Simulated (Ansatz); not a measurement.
**A series in space group F-43m**

All 4 crystals share space group F-43m (No. 216) and the same kinds of sites, 2 atoms in the primitive cell. They are database entries and needn't be the stable phases. The set is a selection: crystals with gaps under 0.25 eV or edges off the refined points were left out. Cells are relaxed by PAW under the functional.

Quantity: Kohn-Sham band edges (the gap between refined extrema, the direct gap on the fine mesh). Level: PBEsol, all-electron LAPW in Ansatz 0.2.0, scalar-relativistic.

| crystal | cell (conventional) | fine k mesh | smearing (eV) | gap (eV) | least direct gap (eV) | electron conductivity mass (mₑ) | ε∞ without local fields (PAW) |
| --- | --- | --- | --- | --- | --- | --- | --- |
| AlP | a = 5.470 Å | 12×12×12 | none | 1.45 | 3.15 | 0.314 | 9.03 |
| GaP | a = 5.439 Å | 12×12×12 | none | 1.45 | 1.80 | 0.306 | 11.26 |
| InP | a = 5.878 Å | 12×12×12 | none | ? | ? | ? | ? |
| BeS | a = 4.838 Å | 14×14×14 | none | 2.91 | 5.57 | 0.357 | 5.89 |

Question: What did the calculation give for InP?

Answer: gap = 0.56 eV, least direct gap = 0.56 eV, electron conductivity mass = 0.045 mₑ, ε∞ without local fields (PAW) = 12.18.

Known limits: semilocal gaps are low, and light masses and ε∞ follow the gap; no spin-orbit coupling on heavy atoms (GaP, InP).
